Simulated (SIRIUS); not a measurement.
# WC (Qusongite) (P-6m2) in SIRIUS: further runs, part 2 of 2

SIRIUS 7.12.0. Earlier steps stand in the parts before.

### Step 6. Single point, PBE

The input, sirius.json:

```json
{
  "control": {
    "processing_unit": "cpu",
    "std_evp_solver_name": "lapack",
    "gen_evp_solver_name": "lapack",
    "verbosity": 2,
    "print_forces": true,
    "ortho_rf": true,
    "use_second_variation": true,
    "rmt_max": 3.0,
    "num_bands_to_print": 24,
    "save_wf": true
  },
  "parameters": {
    "electronic_structure_method": "full_potential_lapwlo",
    "xc_functionals": ["XC_GGA_X_PBE", "XC_GGA_C_PBE"],
    "core_relativity": "dirac",
    "valence_relativity": "iora",
    "num_fv_states": 25,
    "smearing": "fermi_dirac",
    "smearing_width": 0.0110247967,
    "pw_cutoff": 23,
    "gk_cutoff": 4.44,
    "lmax_apw": 13,
    "lmax_rho": 8,
    "lmax_pot": 8,
    "num_mag_dims": 0,
    "auto_rmt": 0,
    "ngridk": [10, 10, 9],
    "shiftk": [0, 0, 0],
    "num_dft_iter": 80,
    "energy_tol": 1e-07,
    "density_tol": 1e-05,
    "use_symmetry": true
  },
  "settings": {"tol_ne": 1e-10},
  "iterative_solver": {"type": "exact"},
  "mixer": {"type": "anderson", "beta": 0.5, "max_history": 8},
  "unit_cell": {
    "lattice_vectors": [[5.4924889812, 0.0, 0.0], [-2.7462444906, 4.7566349877, 0.0], [0.0, 0.0, 5.3603971251]],
    "atom_types": ["C", "W"],
    "atom_files": {"C": "C.json", "W": "W.json"},
    "atoms": {"C": [[0.6666666667, 0.3333333333, 0.5]], "W": [[0.0, 0.0, 0.0]]}
  }
}
```

The input, C.json:

```json
{
  "name": "carbon",
  "symbol": "C",
  "number": 6,
  "mass": 12.0107,
  "rmin": 1e-06,
  "rmt": 1.53,
  "nrmt": 800,
  "rinf": 14.98,
  "core": "1s",
  "valence": [
    {"basis": [{"enu": 0.32, "dme": 0, "n": 0, "auto": 0}, {"enu": 0.32, "dme": 1, "n": 0, "auto": 0}]},
    {"l": 0, "n": 1, "basis": [{"enu": 0.319, "dme": 0, "n": 0, "auto": 0}]},
    {"l": 1, "n": 2, "basis": [{"enu": 0.42, "dme": 0, "n": 0, "auto": 0}]},
    {"l": 2, "n": 3, "basis": [{"enu": 0.42, "dme": 0, "n": 0, "auto": 0}]},
    {"l": 3, "n": 4, "basis": [{"enu": 0.42, "dme": 0, "n": 0, "auto": 0}]}
  ],
  "lo": [
    {"l": 0, "basis": [{"enu": 0.319, "dme": 0, "n": 0, "auto": 0}, {"enu": 0.319, "dme": 1, "n": 0, "auto": 0}]},
    {"l": 0, "basis": [{"enu": 0.319, "dme": 1, "n": 0, "auto": 0}, {"enu": 0.319, "dme": 2, "n": 0, "auto": 0}]},
    {
      "l": 0,
      "basis": [{"enu": 0.319, "dme": 0, "n": 0, "auto": 0}, {"enu": 5.4452, "dme": 0, "n": 0, "auto": 0}]
    },
    {"l": 1, "basis": [{"enu": 0.42, "dme": 0, "n": 0, "auto": 0}, {"enu": 0.42, "dme": 1, "n": 0, "auto": 0}]},
    {"l": 1, "basis": [{"enu": 0.42, "dme": 1, "n": 0, "auto": 0}, {"enu": 0.42, "dme": 2, "n": 0, "auto": 0}]},
    {"l": 1, "basis": [{"enu": 0.42, "dme": 0, "n": 0, "auto": 0}, {"enu": 6.3152, "dme": 0, "n": 0, "auto": 0}]},
    {"l": 2, "basis": [{"enu": 0.42, "dme": 0, "n": 0, "auto": 0}, {"enu": 0.42, "dme": 1, "n": 0, "auto": 0}]},
    {"l": 2, "basis": [{"enu": 0.42, "dme": 1, "n": 0, "auto": 0}, {"enu": 0.42, "dme": 2, "n": 0, "auto": 0}]},
    {"l": 2, "basis": [{"enu": 0.42, "dme": 0, "n": 0, "auto": 0}, {"enu": 7.0841, "dme": 0, "n": 0, "auto": 0}]},
    {"l": 3, "basis": [{"enu": 0.42, "dme": 0, "n": 0, "auto": 0}, {"enu": 0.42, "dme": 1, "n": 0, "auto": 0}]}
  ],
  "free_atom": [... radial grid and density of the free atom, the start of the SCF ...]
}
```

The input, W.json:

```json
{
  "name": "tungsten",
  "symbol": "W",
  "number": 74,
  "mass": 183.84,
  "rmin": 1e-06,
  "rmt": 2.55,
  "nrmt": 800,
  "rinf": 14.93,
  "core": "1s2s2p3s3p3d4s4p4d",
  "valence": [
    {"basis": [{"enu": 0.32, "dme": 0, "n": 0, "auto": 0}, {"enu": 0.32, "dme": 1, "n": 0, "auto": 0}]},
    {"l": 0, "n": 1, "basis": [{"enu": 0.42, "dme": 0, "n": 0, "auto": 0}]},
    {"l": 1, "n": 2, "basis": [{"enu": 0.42, "dme": 0, "n": 0, "auto": 0}]},
    {"l": 2, "n": 3, "basis": [{"enu": 0.42, "dme": 0, "n": 0, "auto": 0}]},
    {"l": 3, "n": 4, "basis": [{"enu": 0.42, "dme": 0, "n": 0, "auto": 0}]},
    {"l": 4, "n": 5, "basis": [{"enu": 0.42, "dme": 0, "n": 0, "auto": 0}]}
  ],
  "lo": [
    {"l": 0, "basis": [{"enu": 0.42, "dme": 0, "n": 0, "auto": 0}, {"enu": 0.42, "dme": 1, "n": 0, "auto": 0}]},
    {
      "l": 0,
      "basis": [{"enu": -2.3075, "dme": 0, "n": 5, "auto": 1}, {"enu": -2.3075, "dme": 1, "n": 5, "auto": 1}]
    },
    {
      "l": 0,
      "basis": [{"enu": -2.3075, "dme": 1, "n": 5, "auto": 1}, {"enu": 0.42, "dme": 0, "n": 0, "auto": 0}]
    },
    {"l": 0, "basis": [{"enu": 0.42, "dme": 0, "n": 0, "auto": 0}, {"enu": 2.8806, "dme": 0, "n": 0, "auto": 0}]},
    {"l": 1, "basis": [{"enu": 0.42, "dme": 0, "n": 0, "auto": 0}, {"enu": 0.42, "dme": 1, "n": 0, "auto": 0}]},
    {
      "l": 1,
      "basis": [{"enu": -0.9974, "dme": 0, "n": 5, "auto": 1}, {"enu": -0.9974, "dme": 1, "n": 5, "auto": 1}]
    },
    {
      "l": 1,
      "basis": [{"enu": -0.9974, "dme": 1, "n": 5, "auto": 1}, {"enu": 0.42, "dme": 0, "n": 0, "auto": 0}]
    },
    {"l": 1, "basis": [{"enu": 0.42, "dme": 0, "n": 0, "auto": 0}, {"enu": 3.2497, "dme": 0, "n": 0, "auto": 0}]},
    {"l": 2, "basis": [{"enu": 0.42, "dme": 0, "n": 0, "auto": 0}, {"enu": 0.42, "dme": 1, "n": 0, "auto": 0}]},
    {"l": 2, "basis": [{"enu": 0.42, "dme": 1, "n": 0, "auto": 0}, {"enu": 0.42, "dme": 2, "n": 0, "auto": 0}]},
    {"l": 2, "basis": [{"enu": 0.42, "dme": 0, "n": 0, "auto": 0}, {"enu": 2.8191, "dme": 0, "n": 0, "auto": 0}]},
    {"l": 3, "basis": [{"enu": 0.42, "dme": 0, "n": 0, "auto": 0}, {"enu": 0.42, "dme": 1, "n": 0, "auto": 0}]},
    {
      "l": 3,
      "basis": [{"enu": -0.6462, "dme": 0, "n": 4, "auto": 1}, {"enu": -0.6462, "dme": 1, "n": 4, "auto": 1}]
    },
    {
      "l": 3,
      "basis": [{"enu": -0.6462, "dme": 1, "n": 4, "auto": 1}, {"enu": 0.42, "dme": 0, "n": 0, "auto": 0}]
    },
    {"l": 3, "basis": [{"enu": 0.42, "dme": 0, "n": 0, "auto": 0}, {"enu": 3.9879, "dme": 0, "n": 0, "auto": 0}]},
    {"l": 4, "basis": [{"enu": 0.42, "dme": 0, "n": 0, "auto": 0}, {"enu": 0.42, "dme": 1, "n": 0, "auto": 0}]},
    {"l": 4, "basis": [{"enu": 0.42, "dme": 0, "n": 0, "auto": 0}, {"enu": 3.3727, "dme": 0, "n": 0, "auto": 0}]}
  ],
  "free_atom": [... radial grid and density of the free atom, the start of the SCF ...]
}
```

The input, sirius_start.json:

```json
{
  "control": {
    "processing_unit": "cpu",
    "std_evp_solver_name": "lapack",
    "gen_evp_solver_name": "lapack",
    "verbosity": 1,
    "print_forces": false,
    "ortho_rf": true,
    "use_second_variation": true,
    "rmt_max": 3.0,
    "num_bands_to_print": 24,
    "save_wf": false
  },
  "parameters": {
    "electronic_structure_method": "full_potential_lapwlo",
    "xc_functionals": ["XC_LDA_X", "XC_LDA_C_PW"],
    "core_relativity": "dirac",
    "valence_relativity": "iora",
    "num_fv_states": 25,
    "smearing": "fermi_dirac",
    "smearing_width": 0.0055123983,
    "pw_cutoff": 23,
    "gk_cutoff": 3.56,
    "lmax_apw": 13,
    "lmax_rho": 8,
    "lmax_pot": 8,
    "num_mag_dims": 0,
    "auto_rmt": 0,
    "ngridk": [4, 4, 4],
    "shiftk": [0, 0, 0],
    "num_dft_iter": 30,
    "energy_tol": 0.01,
    "density_tol": 0.05,
    "use_symmetry": true
  },
  "settings": {"tol_ne": 1e-10},
  "iterative_solver": {"type": "exact"},
  "mixer": {"type": "anderson", "beta": 0.5, "max_history": 8},
  "unit_cell": {
    "lattice_vectors": [[5.4924889812, 0.0, 0.0], [-2.7462444906, 4.7566349877, 0.0], [0.0, 0.0, 5.3603971251]],
    "atom_types": ["C", "W"],
    "atom_files": {"C": "C.json", "W": "W.json"},
    "atoms": {"C": [[0.6666666667, 0.3333333333, 0.5]], "W": [[0.0, 0.0, 0.0]]}
  }
}
```

Potentials or basis: all-electron FP-LAPW, apw+lo standard.

Run with:

```bash
> OMP_NUM_THREADS=1 sirius.scf --input=sirius_start.json --output=start.json
> OMP_NUM_THREADS=1 sirius.scf --input=sirius.json --output=output.json --task=1
```

The program printed:

```text
[info] SIRIUS version : 7.12.0
[info] number of MPI ranks           : 1
[info] MPI grid                      : 1 1
[info] maximum number of OMP threads : 1
[fft] FFT context for density and potential
[fft] =====================================
[fft]   plane wave cutoff                     : 23
[fft]   grid size                             : 45 45 45   total : 91125
[fft]   grid limits                           : -22 22   -22 22   -22 22
[fft]   number of G-vectors within the cutoff : 28689
[fft]   number of G-shells                    : 1469
[fft] FFT context for coarse grid
[fft] =====================================
[fft]   plane wave cutoff                     : 8.88
[fft]   grid size                             : 18 18 18   total : 5832
[fft]   grid limits                           : -8 9   -8 9   -8 9
[fft]   number of G-vectors within the cutoff : 1653
[fft]   number of G-shells                    : 113
[unit cell] lattice vectors
[... 506 lines left out ...]
[find] interstitial charge   : 2.946115
[find] total charge          : 79.999957
[find] Energy
[find] --------------------------------------------------------------------------------
[find] valence_eval_sum               :     -13.62697533
[find] core_eval_sum                  :   -9892.75087071
[find] kinetic energy                 :   18252.26790428
[find] enuc                           :  -20262.73077143
[find] <rho|V^{XC}>                   :    -432.72934236
[find] <rho|E^{XC}>                   :    -330.83009117
[find] <mag|B^{XC}>                   :       0.00000000
[find] <rho|V^{H}>                    :  -27725.91640797
[find] smearing (-TS)                 :      -0.00428489
[find] SCF correction                 :       0.00007135
[find] Total energy                   :  -16204.25109096 (Ha),  -32408.50218191 (Ry)
[find] Free energy (E-TS)             :  -16204.25537585 (Ha),  -32408.51075169 (Ry)
[find] band gap (eV)                  :       0.00000000
[find] Efermi                         :       0.52506005
[ground_state]
[ground_state] ==== total Forces in Ha/bohr =====
[ground_state] atom:    0, force:       0.0000000      0.0000000      0.0000000
[ground_state] atom:    1, force:       0.0000000      0.0000000      0.0000000
[ground_state] ==== contribution from density =====
[ground_state] atom:    0, force:       0.0000000      0.0000000      0.0000000
[ground_state] atom:    1, force:       0.0000000      0.0000000      0.0000000
[ground_state] ==== contribution from Hartree potential =====
[ground_state] atom:    0, force:       0.0000000     -0.0000000      0.0000000
[ground_state] atom:    1, force:       0.0000000      0.0000000      0.0000000
[ground_state] ==== contribution from IBS =====
[ground_state] atom:    0, force:       0.0000000      0.0000000      0.0000000
[ground_state] atom:    1, force:       0.0000000      0.0000000      0.0000000
```

Wall time 1.9 min (1 thread of Arm Neoverse V2, shared host); peak memory 0.69 GiB.

Results:

```yaml
Free_energy: -440940.2519 eV
Band_gap_on_the_k_mesh: none (metal or under the smearing width)
All_electrons_inside_the_program's_atomic_spheres: W 72.51; C 4.54 (radii C 1.53, W 2.55 bohr)
```

The run has no spin-orbit coupling, so splittings on W are missing.

### Step 7. Summary

| smearing | gap on the mesh (eV) |
| --- | --- |
| fermi-dirac 0.01 eV | none |
| fermi-dirac 0.03 eV | none |
| fermi-dirac 0.1 eV | none |
| fermi-dirac 0.2 eV | none |
| fermi-dirac 0.3 eV | none |

Alike in all rows: task single point; level PBE; potentials or basis all-electron FP-LAPW, apw+lo standard; no spin polarisation; cell as given; k mesh 10 × 10 × 9; cutoff (eV) 268.

Every run on the cell as given and a fine mesh finds a metal.

Compare energies only between runs with the same functional and basis.
